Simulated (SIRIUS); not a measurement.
Crystal: As.

```
As
1.0
     1.88080    1.08588    3.51406
    -1.88080    1.08588    3.51406
     0.00000   -2.17176    3.51406
As
2
Cartesian
  0.0000 0.0000 2.3825
  0.0000 0.0000 8.1597
```

Base run:

| Item | Value |
| --- | --- |
| Program | SIRIUS 7.12.0 |
| Functional | PBE |
| Potentials or basis | GBRV 1.5 PBE (ultrasoft) |
| Cutoff | 557 eV |
| Density cutoff | 5442 eV |
| k mesh | 6 × 6 × 6 |
| Occupations | fermi-dirac, width 0.05 eV |
| Spin | no spin polarisation |

Its results: band gap on the k mesh none (metal or under the smearing width); pressure 4.1 GPa; largest force 0.404 eV/Å.

**Question.** The run is repeated on the same cell with these changes: potentials or basis from GBRV 1.5 PBE (ultrasoft) to in-house norm-conserving set, PBE (scalar relativistic); cutoff from 557 eV to 1152 eV; density cutoff from 5442 eV to 4606 eV; valence electrons from 10 to 30. What comes out?

**Answer.** Band gap on the k mesh none (metal or under the smearing width); pressure 3.6 GPa; largest force 0.332 eV/Å.
